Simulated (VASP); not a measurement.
Input of a VASP 6.6.1 run:

Contents of INCAR:

```
SYSTEM = InAs
PREC     = Accurate       ! precision mode
ENCUT    = 520            ! plane-wave cutoff, eV
EDIFF    = 1E-7           ! SCF threshold, eV
ISMEAR   = 0              ! smearing method
SIGMA    = 0.05           ! smearing width, eV
LREAL    = .False.        ! projectors in reciprocal space
LASPH    = .True.         ! aspherical terms in the spheres
NELM     = 60             ! most SCF steps
ALGO     = Normal         ! electronic algorithm
ISIF     = 2              ! what is computed and relaxed
LWAVE    = .False.        ! write WAVECAR
LCHARG   = .True.         ! write CHGCAR
GGA      = PE             ! functional
LELF     = .True.         ! ELF
LVHAR    = .True.       
NBANDS   = 16             ! bands
```

Contents of KPOINTS:

```
Automatic mesh
0
Gamma
  14 14 14
  0 0 0
```

Contents of POSCAR:

```
InAs
1.0
    0.0000000000      2.7535930256      2.7535930256
    2.7535930256      0.0000000000      2.7535930256
    2.7535930256      2.7535930256      0.0000000000
In As
1 1
Direct
    0.5000000000      0.5000000000      0.5000000000
    0.0000000000      0.0000000000      0.0000000000
```

Potentials or basis: VASP PAW PBE potentials, release 64 (In_d, As).

Command:

```console
$ cat potpaw_PBE.64/In_d/POTCAR potpaw_PBE.64/As/POTCAR > POTCAR
$ mpirun -np 1 vasp_std > vasp.out
```

(1) What does it give for the band gap on the k mesh?

(2) What does it give for the pressure?

## Answers

(1) none (metal or under the smearing width).

(2) 11.0 GPa.
